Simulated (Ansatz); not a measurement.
# Zinc, simple cubic under PBE: from relaxation to bulk modulus, part 2 of 2

The plan for zinc in the simple cubic structure: relax it, solve it on a dense k-mesh, switch on spin-orbit coupling, then scale the cell to 7 volumes from 88 to 112 % of the relaxed one and try a fit of the equation of state. The k-meshes are 12×12×12 for the relaxation; 20×20×20 for the dense run; 12×12×12 for spin-orbit coupling; 20×20×20 for the volumes.

Ansatz 0.2.0; DFT, PBE, plane waves (420 eV) with PAW, scalar-relativistic. Earlier steps stand in the parts before.

**7. Volume × 0.96**

This is Zn in the simple cubic structure; at room conditions it is hcp.

File input.yaml:

```yaml
crystal:
  lattice:
    - [2.5932200287, 0.0, 0.0]
    - [0.0, 2.5932200287, 0.0]
    - [0.0, 0.0, 2.5932200287]
  atoms:
    - { symbol: Zn, position: [0.0, 0.0, 0.0] }
hamiltonian:
  xc: pbe
  pseudopotentials:
    kind: paw
    azcp:
      Zn: "pseudopotentials/Zn.paw.azcp"
basis:
  ecutwfc: 420
  fft_grid_basis: typed
kpoints:
  mp_grid: { grid: [20, 20, 20], shift: [0, 0, 0] }
magnetization:
  spin_polarized: false
scf:
  occupations: { method: fermi_dirac, width: 0.1 }
output:
  stress: true
```

Log (excerpt; [...] marks lines left out):

```text
[...]
Pseudopotentials: kind: paw
Pseudopotential: Zn, paw, valence charge 12, recommended cutoff 420 eV (normal), <dir>
Functional definition: PBE
[...]
Crystal: 1 atoms, lattice volume = 17.439 Å³
Basis set: ecut = 420 eV, 341 PW (Γ)
Bands: 10, of which v1, the nominal top of the filled ones, is band 6 counted from 1 (5 counted from 0)
Symmetry: 48 space group operations
Space group: Pm-3m (ITA 221), of the structure as read, at distance tolerance 2.6e-5 Å
k-points: 286 of 8000
[...]
SCF iter   1: F=—  HF=-3318.803272 eV  |F-HF|=—  |Δ(HF+E_count)|=         —  Δρ=4.30e-3  dr2=2.18e-3  ethr=1.77e-3  ⟨swp⟩=5.2  Hψ=18412  notcnv=0
[...]
SCF iter   7: F=-3318.802617 eV  HF=-3318.802617 eV  |F-HF|=1.32e-8  |Δ(HF+E_count)|=   9.63e-8  Δρ=1.09e-5  dr2=1.18e-8  ethr=8.33e-10  ⟨swp⟩=4.1  Hψ=9145  notcnv=0
[...]
SCF converged after 7 iterations
Free energy (F): -3318.802617 eV
[...]
E sigma→0 (E₀):  -3318.796944 eV
Entropy (-TS):   -0.011347 eV (-11.347 meV/atom)
Fermi energy:    8.937959 eV
[...]
--- Stress (GPa, compression-positive) ---
        2.261275       0.000000      -0.000000
       -0.000000       2.261275       0.000000
        0.000000       0.000000       2.261275
  P = ⅓ Tr σ = 2.2613 GPa (22.613 kbar)
```

Wall time 6 s (1 thread of an x86-64 CPU, shared host); peak memory 0.51 GiB.

**8. Volume × 1.0**

input.yaml: that of step 7 with these lines changed.

```diff
@@ -2,5 +2,5 @@
   lattice:
-    - [2.5932200287, 0.0, 0.0]
-    - [0.0, 2.5932200287, 0.0]
-    - [0.0, 0.0, 2.5932200287]
+    - [2.6287480056, 0.0, 0.0]
+    - [0.0, 2.6287480056, 0.0]
+    - [0.0, 0.0, 2.6287480056]
   atoms:
```

Log (excerpt; [...] marks lines left out):

```text
[...]
Pseudopotentials: kind: paw
Pseudopotential: Zn, paw, valence charge 12, recommended cutoff 420 eV (normal), <dir>
Functional definition: PBE
[...]
Crystal: 1 atoms, lattice volume = 18.165 Å³
Basis set: ecut = 420 eV, 365 PW (Γ)
Bands: 10, of which v1, the nominal top of the filled ones, is band 6 counted from 1 (5 counted from 0)
Symmetry: 48 space group operations
Space group: Pm-3m (ITA 221), of the structure as read, at distance tolerance 2.6e-5 Å
k-points: 286 of 8000
[...]
SCF iter   1: F=—  HF=-3318.808317 eV  |F-HF|=—  |Δ(HF+E_count)|=         —  Δρ=4.18e-3  dr2=2.12e-3  ethr=1.77e-3  ⟨swp⟩=5.3  Hψ=18384  notcnv=0
[...]
SCF iter   7: F=-3318.807676 eV  HF=-3318.807676 eV  |F-HF|=2.97e-8  |Δ(HF+E_count)|=   1.04e-7  Δρ=1.59e-5  dr2=2.62e-8  ethr=8.33e-10  ⟨swp⟩=4.1  Hψ=9158  notcnv=0
[...]
SCF converged after 7 iterations
Free energy (F): -3318.807676 eV
[...]
E sigma→0 (E₀):  -3318.801896 eV
Entropy (-TS):   -0.011560 eV (-11.560 meV/atom)
Fermi energy:    8.418092 eV
[...]
--- Stress (GPa, compression-positive) ---
        0.063583      -0.000000       0.000000
       -0.000000       0.063583       0.000000
        0.000000       0.000000       0.063583
  P = ⅓ Tr σ = 0.0636 GPa (0.636 kbar)
```

Run time: 6.1 s. Hardware: 1 thread of an x86-64 CPU, shared host; peak memory 0.51 GiB.

**9. Volume × 1.04**

input.yaml: that of step 8 with these lines changed.

```diff
@@ -2,5 +2,5 @@
   lattice:
-    - [2.6287480056, 0.0, 0.0]
-    - [0.0, 2.6287480056, 0.0]
-    - [0.0, 0.0, 2.6287480056]
+    - [2.6633407622, 0.0, 0.0]
+    - [0.0, 2.6633407622, 0.0]
+    - [0.0, 0.0, 2.6633407622]
   atoms:
```

Log (excerpt; [...] marks lines left out):

```text
[...]
Pseudopotentials: kind: paw
Pseudopotential: Zn, paw, valence charge 12, recommended cutoff 420 eV (normal), <dir>
Functional definition: PBE
[...]
Crystal: 1 atoms, lattice volume = 18.892 Å³
Basis set: ecut = 420 eV, 365 PW (Γ)
Bands: 10, of which v1, the nominal top of the filled ones, is band 6 counted from 1 (5 counted from 0)
Symmetry: 48 space group operations
Space group: Pm-3m (ITA 221), of the structure as read, at distance tolerance 2.7e-5 Å
k-points: 286 of 8000
[...]
SCF iter   1: F=—  HF=-3318.804499 eV  |F-HF|=—  |Δ(HF+E_count)|=         —  Δρ=4.01e-3  dr2=1.97e-3  ethr=1.77e-3  ⟨swp⟩=5.3  Hψ=18426  notcnv=0
[...]
SCF iter   7: F=-3318.803929 eV  HF=-3318.803929 eV  |F-HF|=4.50e-8  |Δ(HF+E_count)|=   1.05e-7  Δρ=1.92e-5  dr2=3.98e-8  ethr=8.33e-10  ⟨swp⟩=4.2  Hψ=9217  notcnv=0
[...]
SCF converged after 7 iterations
Free energy (F): -3318.803929 eV
[...]
E sigma→0 (E₀):  -3318.798034 eV
Entropy (-TS):   -0.011789 eV (-11.789 meV/atom)
Fermi energy:    7.939981 eV
[...]
--- Stress (GPa, compression-positive) ---
       -1.643245      -0.000000       0.000000
        0.000000      -1.643245       0.000000
        0.000000       0.000000      -1.643245
  P = ⅓ Tr σ = -1.6432 GPa (-16.432 kbar)
```

It took 6.2 s on 1 thread of an x86-64 CPU, shared host; peak memory 0.52 GiB.

**10. Volume × 1.08**

input.yaml: that of step 9 with these lines changed.

```diff
@@ -2,5 +2,5 @@
   lattice:
-    - [2.6633407622, 0.0, 0.0]
-    - [0.0, 2.6633407622, 0.0]
-    - [0.0, 0.0, 2.6633407622]
+    - [2.6970575157, 0.0, 0.0]
+    - [0.0, 2.6970575157, 0.0]
+    - [0.0, 0.0, 2.6970575157]
   atoms:
```

Log (excerpt; [...] marks lines left out):

```text
[...]
Pseudopotentials: kind: paw
Pseudopotential: Zn, paw, valence charge 12, recommended cutoff 420 eV (normal), <dir>
Functional definition: PBE
[...]
Crystal: 1 atoms, lattice volume = 19.619 Å³
Basis set: ecut = 420 eV, 389 PW (Γ)
Bands: 10, of which v1, the nominal top of the filled ones, is band 6 counted from 1 (5 counted from 0)
Symmetry: 48 space group operations
Space group: Pm-3m (ITA 221), of the structure as read, at distance tolerance 2.7e-5 Å
k-points: 286 of 8000
[...]
SCF iter   1: F=—  HF=-3318.793827 eV  |F-HF|=—  |Δ(HF+E_count)|=         —  Δρ=3.79e-3  dr2=1.78e-3  ethr=1.77e-3  ⟨swp⟩=5.2  Hψ=18402  notcnv=0
[...]
SCF iter   7: F=-3318.793304 eV  HF=-3318.793304 eV  |F-HF|=5.10e-8  |Δ(HF+E_count)|=   1.03e-7  Δρ=1.99e-5  dr2=4.46e-8  ethr=8.33e-10  ⟨swp⟩=4.2  Hψ=9159  notcnv=0
[...]
SCF converged after 7 iterations
Free energy (F): -3318.793304 eV
[...]
E sigma→0 (E₀):  -3318.787273 eV
Entropy (-TS):   -0.012061 eV (-12.061 meV/atom)
Fermi energy:    7.498841 eV
[...]
--- Stress (GPa, compression-positive) ---
       -2.963381       0.000000       0.000000
        0.000000      -2.963381       0.000000
        0.000000       0.000000      -2.963381
  P = ⅓ Tr σ = -2.9634 GPa (-29.634 kbar)
```

It took 6.1 s on 1 thread of an x86-64 CPU, shared host; peak memory 0.52 GiB.

**11. Volume × 1.12**

input.yaml: that of step 10 with these lines changed.

```diff
@@ -2,5 +2,5 @@
   lattice:
-    - [2.6970575157, 0.0, 0.0]
-    - [0.0, 2.6970575157, 0.0]
-    - [0.0, 0.0, 2.6970575157]
+    - [2.7299517029, 0.0, 0.0]
+    - [0.0, 2.7299517029, 0.0]
+    - [0.0, 0.0, 2.7299517029]
   atoms:
```

Log (excerpt; [...] marks lines left out):

```text
[...]
Pseudopotentials: kind: paw
Pseudopotential: Zn, paw, valence charge 12, recommended cutoff 420 eV (normal), <dir>
Functional definition: PBE
[...]
Crystal: 1 atoms, lattice volume = 20.345 Å³
Basis set: ecut = 420 eV, 389 PW (Γ)
Bands: 10, of which v1, the nominal top of the filled ones, is band 6 counted from 1 (5 counted from 0)
Symmetry: 48 space group operations
Space group: Pm-3m (ITA 221), of the structure as read, at distance tolerance 2.7e-5 Å
k-points: 286 of 8000
[...]
SCF iter   1: F=—  HF=-3318.777926 eV  |F-HF|=—  |Δ(HF+E_count)|=         —  Δρ=3.53e-3  dr2=1.54e-3  ethr=1.77e-3  ⟨swp⟩=5.2  Hψ=18373  notcnv=0
[...]
SCF iter   7: F=-3318.777474 eV  HF=-3318.777474 eV  |F-HF|=5.93e-8  |Δ(HF+E_count)|=   8.78e-8  Δρ=2.11e-5  dr2=5.29e-8  ethr=8.33e-10  ⟨swp⟩=4.1  Hψ=9101  notcnv=0
[...]
SCF converged after 7 iterations
Free energy (F): -3318.777474 eV
[...]
E sigma→0 (E₀):  -3318.771282 eV
Entropy (-TS):   -0.012384 eV (-12.384 meV/atom)
Fermi energy:    7.090590 eV
[...]
--- Stress (GPa, compression-positive) ---
       -3.975108       0.000000       0.000000
        0.000000      -3.975108       0.000000
       -0.000000       0.000000      -3.975108
  P = ⅓ Tr σ = -3.9751 GPa (-39.751 kbar)
```

It took 5.9 s on 1 thread of an x86-64 CPU, shared host; peak memory 0.52 GiB.

**12. Energy and pressure against volume**

The cell was scaled evenly, with its shape and the fractional positions fixed.

| V (Å³/atom) | E − E₀ (meV/atom) | P from the stress (GPa) | P from the fit (GPa) |
| --- | --- | --- | --- |
| 15.986 | 51.8 | 8.64 | 8.64 |
| 16.712 | 21.2 | 5.07 | 5.04 |
| 17.439 | 4.9 | 2.26 | 2.23 |
| 18.165 | 0.0 | 0.06 | 0.04 |
| 18.892 | 3.8 | -1.64 | -1.67 |
| 19.619 | 14.6 | -2.96 | -3.00 |
| 20.345 | 30.6 | -3.98 | -4.03 |

A third-order Birch-Murnaghan fit gives V₀ = 18.181 Å³/atom, B₀ = 48 GPa and B₀′ = 5.2; it misses no point by more than 0.04 meV/atom.

**13. Results**

This closing draws on all 2 parts.

| quantity | value |
| --- | --- |
| space group (spins left aside) | Pm-3m (No. 221) |
| conventional cell | a = 2.629 Å |
| volume | 18.165 Å³/atom |
| shortest distance | 2.629 Å |
| gap on the mesh | none (levels filled in part) |
| relative to hcp | +228 meV/atom |
| V₀, B₀, B₀′ | 18.181 Å³/atom, 48 GPa, 5.2 |

From the guessed start the volume grew by 10.6 % in 5 steps. Against the reference form of zinc (hcp, computed apart with the same settings) it stands 228 meV/atom higher, so it is far from stable. No gap shows: it is a metal or semimetal at this level. The total energy of the spin-orbit run (on a coarser mesh) lies -62 meV/atom from the scalar one; mesh and treatment of the core enter this figure, so it is no spin-orbit energy. The fitted modulus is 48 GPa. Relaxation kept the symmetry; phonons were not checked.
